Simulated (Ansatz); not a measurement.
SiC: strain energy, fitted

SiC, F-43m, a = 4.380 Å. The compound has several low-lying forms, and this is one of them. Ansatz: PBE, PAW, 420 eV, Γ-centred 10×10×6 mesh on 4 atoms, Gaussian smearing 0.02 eV; no spin polarisation. Series: biaxial strain in the a-b plane, c and atoms relaxed; x is the strain in per cent. The axes a, b, c are those of the computed cell (3.097, 3.097, 4.380 Å), along [1 1 0], [-1 1 0], [0 0 1] of the cell named above. y is the free energy over the unstrained cell, V0 = 10.501 Å³/atom.

```tsv
x (%)	y (meV/atom)
-3.0	?
-2.0	11.66
-1.0	2.87
0.0	0.00
1.0	2.74
2.0	10.72
3.0	23.66
```

Task: Fit y = c2 x² + c3 x³ to the other rows, turn c2 into a modulus, and predict the missing energy.

Result: Least squares on the rows shown. y = 2.7999 x² − 0.057290 x³. In eV per unit strain² c2 is 28.00; M is the biaxial modulus (E = M V0 ε²): 28.00 × 160.2 / (10.501) = 427 GPa. At x = -3.0 the fit asked for gives 26.75 meV/atom. The run gave 26.78 meV/atom, so the fit is 0.03 meV/atom too low, a small miss on the scale of the series.